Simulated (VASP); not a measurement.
Crystal: BaZrO3.

```
Ba Zr O
1.0
     4.19134    0.00000    0.00000
     0.00000    4.19134    0.00000
     0.00000    0.00000    4.19134
Ba Zr O
1 1 3
Direct
  0.00000 0.00000 0.00000
  0.50000 0.50000 0.50000
  0.00000 0.50000 0.50000
  0.50000 0.00000 0.50000
  0.50000 0.50000 0.00000
```

| Quantity | Value |
| --- | --- |
| Program | VASP 6.6.1 |
| Task | relaxation of cell and atoms |
| Functional | PBE |
| Potentials or basis | VASP PAW PBE potentials, release 64 (Ba_sv, Zr_sv, O) |
| Cutoff | 600 eV |
| k mesh | 6 × 6 × 6 |
| Occupations | gaussian, width 0.03 eV |
| Spin | no spin polarisation |

At the start: pressure 4.9 GPa; volume 14.73 Å³/atom.

Task: How do energy, volume and symmetry change on relaxing?

Result: Over 3 steps the energy falls by 6.9 meV/atom and the volume is 15.19 Å³/atom (+3.2 %); space group Pm-3m (No. 221, to 0.05 Å).

The path:
```tsv
step	energy change (eV)	largest force (eV/Å)	pressure (GPa)	volume (Å³)
1	0.0000	0.0000	4.94	73.63
2	0.0050	0.0000	-4.70	78.57
3	-0.0347	0.0000	-0.01	75.96
```

Final structure:
```
Ba Zr O
1.0
     4.23510    0.00000    0.00000
     0.00000    4.23510    0.00000
     0.00000    0.00000    4.23510
Ba Zr O
1 1 3
Cartesian
  0.0000 0.0000 0.0000
  2.1176 2.1176 2.1176
  0.0000 2.1176 2.1176
  2.1176 0.0000 2.1176
  2.1176 2.1176 0.0000
```
